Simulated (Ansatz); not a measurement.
# EuS: the cost of one run

Program: Ansatz 0.2.0, driven from Python. Level of theory: DFT PBE+U, plane waves, PAW. These are calculated values, not measurements.

The COD entry's cell or inner coordinates are ideal or old and differ from later refinements, so a difference from it is no clean test against experiment.

## (1) The system

The structure is cubic, space group Fm-3m (No. 225). The conventional cell has a = 5.957 Å, b = 5.957 Å, c = 5.957 Å, α = 90.00°, β = 90.00°, γ = 90.00°. Eu (site symmetry m-3m) is surrounded by 6 S at 2.98 Å. S (site symmetry m-3m) has 6 Eu at 2.98 Å as nearest neighbours.

eus.vasp, read by the script:

```text
EuS
1.0
   0.00000000    2.97850000    2.97850000
   2.97850000    0.00000000    2.97850000
   2.97850000    2.97850000    0.00000000
Eu S
1 1
Direct
   0.00000000    0.00000000    0.00000000
   0.50000000    0.50000000    0.50000000
```

## (2) Script

Input file eus.py:

```python
'''How the states of EuS follow the Hubbard U.'''

import ansatz as az
from ase.io import read
import numpy as np


def count_gap(report):
    # lowest empty less highest filled band, counting bands; zero where they overlap
    return max(report.get('gap_by_band_count_ev') or 0.0, 0.0)


def main() -> None:
    atoms = read('eus.vasp', format='vasp')
    structure = az.Crystal.from_ase(atoms).moments(Eu=7)

    calculation = structure.calculation()
    calculation = calculation.kpoints(7, center='gamma').functional('PBE')
    calculation = calculation.occupations('fermi_dirac', width=0.15).spin('collinear')
    calculation = calculation.band_table()
    rows = []
    for u in [0.0, 2.0, 4.0, 6.0]:
        rep = calculation.hubbard('Eu', 'f', u_eff=u).run(threads=1).report
        shell = rep['hubbard']['n_scf']
        rows.append((u, count_gap(rep), sum(shell) / len(shell), max(abs(m) for m in rep['site_moments_mub']), rep['n_iterations']))
    lines = [','.join(['U_eff eV', 'gap by band count eV', 'Eu f occupation (projector)', 'largest moment muB', 'iterations'])] + [','.join(f'{v:.4f}' if isinstance(v, float) else str(v) for v in row) for row in rows]
    print('\n'.join(lines))
    with open('plus_u.csv', 'w') as handle:
        handle.write('\n'.join(lines) + '\n')
    print('eigenvalues of the first occupation matrix at the last U, by spin:')
    for channel in rep['hubbard']['n_eig'][0]:
        print('  ', ' '.join(f'{n:.3f}' for n in channel))


if __name__ == '__main__':
    main()
```

## (3) What the engine is handed

The package turns the script's settings into the engine's input (first run):

```yaml
crystal:
  lattice:
    - [0.0, 2.9785, 2.9785]
    - [2.9785, 0.0, 2.9785]
    - [2.9785, 2.9785, 0.0]
  atoms:
    - { symbol: Eu, position: [0.0, 0.0, 0.0] }
    - { symbol: S, position: [0.5, 0.5, 0.5] }
kpoints:
  mp_grid:
    grid: [7, 7, 7]
    shift: [0.0, 0.0, 0.0]
hamiltonian:
  xc: pbe
  hubbard:
    - { species: Eu, l: f, u_eff: 0.0 }
magnetization:
  spin_polarized: true
  per_species:
    Eu: 7.0
scf:
  occupations:
    method: fermi_dirac
    width: 0.15
output:
  eigenvalues: true
```

## (4) Running it

Started as:

```sh
$ python eus.py
```

Q: Estimate wall time and peak memory on 1 thread of AMD EPYC 9B45 (Zen 5), shared host.

About 12 s, with a peak of 0.55 GiB.
